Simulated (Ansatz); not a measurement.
Relaxing BN

Level of theory: DFT r2SCAN, scalar-relativistic, plane waves, PAW in Ansatz. Settings: 500 eV cutoff, 12×12×4 k-mesh, Gaussian smearing of 0.02 eV, no spin polarisation.

What was changed: relaxed at 4 GPa.

Command:

```bash
ansatz run input.yaml --threads 1 --pin off --max-ram 2560MiB --backend cpu --events-out ev --progress --plain --runs-dir out
```

Input:

```yaml
crystal:
  lattice:
    - [2.4329707654, 0.0, 0.0]
    - [-1.2164853827, 2.1070144895, 0.0]
    - [0.0, 0.0, 6.4549775169]
  atoms:
    - { symbol: B, position: [0.3333333333, 0.6666666667, 0.25] }
    - { symbol: B, position: [0.6666666667, 0.3333333333, 0.75] }
    - { symbol: "N", position: [0.3333333333, 0.6666666667, 0.75] }
    - { symbol: "N", position: [0.6666666667, 0.3333333333, 0.25] }
basis:
  ecutwfc: 500
kpoints:
  mp_grid: { grid: [12, 12, 4] }
hamiltonian:
  xc: r2scan
scf:
  occupations: { method: gaussian, width: 0.02 }
output:
  forces: true
  stress: true
  eigenvalues: true
relax:
  adjacent_minimum: "off"
  f_tol: 0.008
  max_steps: 50
  cell: { stress_tol: 0.08, p_target: 4.0 }
```

F is the free energy. Steps run on the plane waves of an earlier cell, but the last one, and at times one on the way, on a freshly chosen basis, so a repeated geometry can differ a little in energy. The relaxation lowers the enthalpy F + PV at the target pressure, so F itself can rise.

Steps:

| step | F − F(1) (eV) | largest force component (eV/Å) | V (Å³/atom) | P (GPa) |
| --- | --- | --- | --- | --- |
| 1 | 0.0000 | 0.000 | 8.273 | 24.33 |
| 2 | -0.1368 | 0.000 | 8.223 | 11.49 |
| 3 | -0.1729 | 0.000 | 8.387 | 4.46 |
| 4 | -0.1707 | 0.000 | 8.363 | 4.03 |
| 5 | -0.1709 | 0.000 | 8.363 | 4.02 |

Relaxed structure:

```
CELL_PARAMETERS angstrom
2.49280 0.00000 0.00000
-1.24640 2.15883 0.00000
0.00000 0.00000 6.21590
ATOMIC_POSITIONS crystal
B 0.33333 0.66667 0.25000
B 0.66667 0.33333 0.75000
N 0.33333 0.66667 0.75000
N 0.66667 0.33333 0.25000
```

Symmetry: P6_3/mmc, No. 194, hexagonal system. Conventional cell: a = 2.493 Å, b = 2.493 Å, c = 6.216 Å, α = 90.00°, β = 90.00°, γ = 120.00°. Around B (site symmetry -6m2) lie 3 N at 1.44 Å. N (site symmetry -6m2) has 3 B at 1.44 Å as nearest neighbours.

The run converged. The run took 20 s on 1 thread of Intel(R) Xeon(R) Platinum 8259CL CPU @ 2.50GHz (Skylake/Cascade Lake) (shared host), peak memory 0.47 GiB.